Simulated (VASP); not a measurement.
Cd:

```
CELL_PARAMETERS angstrom
-1.78432 1.78432 1.78432
1.78432 -1.78432 1.78432
1.78432 1.78432 -1.78432
ATOMIC_POSITIONS crystal
Cd 0.00000 0.00000 0.00000
```

This isn't the form of Cd at room conditions, which is hcp.

- Program: VASP 6.6.1
- Task: single point
- Functional: PBE
- Potentials or basis: VASP PAW PBE potentials, release 64 (Cd)
- Cutoff: 520 eV
- k mesh: 10 × 10 × 10
- Occupations: fermi-dirac, width 0.05 eV
- Spin: no spin polarisation

On this cell: pressure 1.4 GPa; band gap on the k mesh none (metal or under the smearing width).

The same run follows on a disturbed copy (cell strained at random at fixed volume):

```
Cd
1.0
    -1.81397    1.81561    1.82122
     1.80090   -1.81305    1.80560
     1.73307    1.73214   -1.81866
Cd
1
Direct
  0.99699 0.98496 0.01511
```

What does the disturbed cell give?

The energy (extrapolated to zero smearing) moves by -2.6 meV/atom; pressure 1.4 GPa; band gap on the k mesh none (metal or under the smearing width).

Stress tensor (GPa, compression positive):
```
 1.39  0.26 -0.09
 0.26  1.42  0.07
-0.09  0.07  1.48
```

The energy falls, though the first cell shows no forces: that form is unstable against this distortion, unless noise or another electronic state is at work.
